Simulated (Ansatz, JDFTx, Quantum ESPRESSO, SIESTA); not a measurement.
# One calculation of ZrC, 4 ways

```
Zr C
1.0
     0.00000    2.36500    2.36500
     2.36500    0.00000    2.36500
     2.36500    2.36500    0.00000
Zr C
1 1
Direct
  0.50000 0.50000 0.50000
  0.00000 0.00000 0.00000
```

Alike in all runs: task equation of state; functional PBEsol; k mesh 10 × 10 × 10; occupations fermi-dirac, width 0.05 eV; no spin polarisation; no spin-orbit coupling.

| program and potentials | plane-wave cutoff (eV) | notes | equilibrium volume (Å³/atom) | bulk modulus (GPa) |
| --- | --- | --- | --- | --- |
| JDFTx, PseudoDojo-SR-PBEsol-0.4.1-standard with smoothed tails | 1116 | - | 12.74 | 235.5 |
| Ansatz, all-electron LAPW, scalar-relativistic | - | - | 12.73 | 235.8 |
| Quantum ESPRESSO, PseudoDojo 0.4.1 SR PBEsol standard | 1116 | - | 12.74 | 235.6 |
| SIESTA, files PseudoDojo sr-pbesol-0.4.1-standard, DZP (energy shift 0.003 Ry; two zetas on semicore shells) | - | atomic basis | 12.85 | 237.3 |

The equilibrium volume spans 12.73 (Ansatz, all-electron LAPW, scalar-relativistic) to 12.85 Å³/atom (SIESTA, files PseudoDojo sr-pbesol-0.4.1-standard, DZP (energy shift 0.003 Ry; two zetas on semicore shells)), with all-electron results at 12.73. The bulk modulus spans 235.5 (JDFTx, PseudoDojo-SR-PBEsol-0.4.1-standard with smoothed tails) to 237.3 GPa (SIESTA, files PseudoDojo sr-pbesol-0.4.1-standard, DZP (energy shift 0.003 Ry; two zetas on semicore shells)), with all-electron results at 235.8. Rows in atomic bases carry the error of their basis and grid, which can be large.

The functional is the same throughout but for its coding, so the spread measures potentials, basis and numerics; runs on potential files found faulty are left out.
